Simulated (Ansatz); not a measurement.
LiNbO3 in the cubic perovskite structure, relaxed with r2SCAN: 5 runs in the plane-wave code Ansatz, each a construction of maximally localised Wannier functions. Space group Pm-3m (No. 221), cubic; a = 3.933 Å in the conventional setting, 12.17 Å³ an atom. Li is surrounded by 12 O at 2.78 Å; Nb is surrounded by 6 O at 1.97 Å; O is surrounded by 2 Nb at 1.97 Å and 4 Li at 2.78 Å. Computed, not measured; no magnetism was allowed, and whether the structure is a known phase isn't checked.

```
CELL_PARAMETERS angstrom
3.93317 0.00000 0.00000
0.00000 3.93317 0.00000
0.00000 0.00000 3.93317
ATOMIC_POSITIONS crystal
Li 0.00000 0.00000 0.00000
Nb 0.50000 0.50000 0.50000
O 0.50000 0.50000 0.00000
O 0.50000 0.00000 0.50000
O 0.00000 0.50000 0.50000
```

Windows count from the top of the filled bands; a dash means that no such window was set (without an outer window there is no disentanglement).

```json
{"functional": "PBE", "SCF mesh": "6×6×6", "trial orbitals": "O s, O p", "functions": "12", "mesh": "4×4×4", "window (eV)": "–", "frozen (eV)": "–", "Ω total (Å²)": "11.00", "Ω invariant (Å²)": "9.54", "largest spread (Å²)": "1.02", "least projectability": "0.80", "interpolation miss of the model's filled bands (eV, to the nearest computed level)": "0.068"}
{"functional": "PBE", "SCF mesh": "6×6×6", "trial orbitals": "O s, O p", "functions": "12", "mesh": "6×6×6", "window (eV)": "–", "frozen (eV)": "–", "Ω total (Å²)": "11.58", "Ω invariant (Å²)": "10.09", "largest spread (Å²)": "1.08", "least projectability": "0.80", "interpolation miss of the model's filled bands (eV, to the nearest computed level)": "0.015"}
{"functional": "PBE", "SCF mesh": "6×6×6", "trial orbitals": "O p", "functions": "9", "mesh": "4×4×4", "window (eV)": "–", "frozen (eV)": "–", "Ω total (Å²)": "10.52", "Ω invariant (Å²)": "10.35", "largest spread (Å²)": "1.20", "least projectability": "0.80", "interpolation miss of the model's filled bands (eV, to the nearest computed level)": "0.065"}
{"functional": "r2SCAN", "SCF mesh": "6×6×6", "trial orbitals": "O s, O p", "functions": "12", "mesh": "4×4×4", "window (eV)": "–", "frozen (eV)": "–", "Ω total (Å²)": "10.68", "Ω invariant (Å²)": "9.24", "largest spread (Å²)": "0.98", "least projectability": "0.81", "interpolation miss of the model's filled bands (eV, to the nearest computed level)": "0.065"}
{"functional": "r2SCAN", "SCF mesh": "6×6×6", "trial orbitals": "O p", "functions": "9", "mesh": "4×4×4", "window (eV)": "–", "frozen (eV)": "–", "Ω total (Å²)": "10.19", "Ω invariant (Å²)": "10.04", "largest spread (Å²)": "1.18", "least projectability": "0.81", "interpolation miss of the model's filled bands (eV, to the nearest computed level)": "0.058"}
```

For O s, O p with PBE the spread goes 11.00 Å² (4×4×4), 11.58 Å² (6×6×6): finite differences on a coarse mesh understate it.

Spin-orbit coupling is left out.
